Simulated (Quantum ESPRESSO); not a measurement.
**CuAu in Quantum ESPRESSO: convergence with smearing width**

Crystal: CuAu.

```
Au Cu
1.0
     2.81075    0.00000    0.00000
     0.00000    2.81075    0.00000
     0.00000    0.00000    3.68500
Au Cu
1 1
Direct
  0.99733 0.99697 0.00095
  0.49957 0.50757 0.49959
```

The cell isn't the ideal one: atoms moved at random, drawn with an rms of 0.02 Å.

- Program: Quantum ESPRESSO 7.5
- Task: single point
- Functional: PBE
- Potentials or basis: Ansatz NC SR PBE
- Cutoff: 1252 eV
- Density cutoff: 5007 eV
- k mesh: 6 × 6 × 5
- Occupations: cold, width 0.5 eV
- Spin: no spin polarisation

These are the settings of the first run; the series varies smearing width, with any setting tied to it.

Hardware: 1 thread of Arm Neoverse V1, on a shared host.

**Question.** The values tried are 0.5 eV, 0.3 eV, 0.2 eV, 0.136 eV, 0.1 eV, 0.05 eV, 0.025 eV, 0.01 eV, loosest first. From which on does the energy stay within 1 meV/atom of the tightest run that finished?

**Answer.** From 0.136 eV on.

| smearing width | energy less the tightest run, at zero smearing (meV/atom) | pressure (GPa) | largest force (eV/Å) | SCF cycles | CPU time (s) | peak memory (GiB) |
| --- | --- | --- | --- | --- | --- | --- |
| 0.5 eV | 0.42 | 4.87 | 0.114 | 10 | 110 | 0.17 |
| 0.3 eV | 1.18 | 4.87 | 0.116 | 10 | 110 | 0.17 |
| 0.2 eV | 1.09 | 4.78 | 0.117 | 11 | 120 | 0.17 |
| 0.136 eV | 0.45 | 4.75 | 0.117 | 10 | 110 | 0.17 |
| 0.1 eV | -0.10 | 4.81 | 0.117 | 10 | 110 | 0.17 |
| 0.05 eV | -0.08 | 4.96 | 0.117 | 10 | 110 | 0.17 |
| 0.025 eV | -0.03 | 4.96 | 0.117 | 9 | 100 | 0.17 |
| 0.01 eV | 0.00 | 4.98 | 0.117 | 11 | 120 | 0.17 |

Against the tightest run, the pressure stays within 0.1 GPa from 0.05 eV on; the largest force stays within 0.005 eV/Å from 0.5 eV on. Narrower smearing needs a denser k mesh, so at a fixed mesh the narrowest width isn't the most accurate. The tightest run that finished is the yardstick and may itself not be fully converged.

Caveat, for the tightest run too: the k mesh is coarse (spacing up to 0.37 Å⁻¹), so the values aren't converged. The run has no spin-orbit coupling, so splittings on Au are missing.
